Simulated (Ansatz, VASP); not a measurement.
S in VASP and in Ansatz

File INCAR:

```
PREC = Accurate ; ENCUT = 520
EDIFF = 1E-7 ; ISMEAR = -1
SIGMA = 0.08 ; LREAL = False
LASPH = True ; NELM = 80
ALGO = Normal ; ISIF = 2
LWAVE = False ; LCHARG = False
NBANDS = 9
```

Contents of KPOINTS:

```
regular mesh
0
Gamma
  16 16 16
```

File POSCAR:

```
S
1.0
   -1.4305240323      1.4305240323      1.4305240323
    1.4305240323     -1.4305240323      1.4305240323
    1.4305240323      1.4305240323     -1.4305240323
S
1
Direct
    0.0000000000      0.0000000000      0.0000000000
```

Input for Ansatz:

```yaml
crystal:
  lattice:
    - [-1.4305240323, 1.4305240323, 1.4305240323]
    - [1.4305240323, -1.4305240323, 1.4305240323]
    - [1.4305240323, 1.4305240323, -1.4305240323]
  atoms:
    - { symbol: S, position: [0.0, 0.0, 0.0] }
kpoints:
  mp_grid: { grid: [16, 16, 16] }
scf:
  occupations: { method: fermi_dirac, width: 0.08 }
hamiltonian:
  xc: lda
  pseudopotentials: { kind: paw }
output:
  forces: true
  stress: true
  eigenvalues: true
  populations: true
```

Change from the starting cell: volume scaled by 0.8, PAW files.

Alike in both runs: task single point; functional LDA; k mesh 16 × 16 × 16; occupations fermi-dirac, width 0.08 eV; no spin polarisation.

|  | VASP | Ansatz |
| --- | --- | --- |
| version | VASP 6.6.1 | Ansatz 0.2.0 |
| potentials or method | VASP PAW LDA potentials, release 64 (S) | PAW with Ansatz's default frozen-core files, scalar-relativistic |
| plane-wave cutoff (eV) | 520 | 420 |
| valence electrons in the cell | 6 | 6 |

|  | VASP | Ansatz | Ansatz less VASP |
| --- | --- | --- | --- |
| pressure (GPa) | 36.3 | 36.6 | +0.23 |

Caveats: so large a pressure means that the cell lies far from this level's equilibrium, or that cutoff or potentials fall short (VASP).
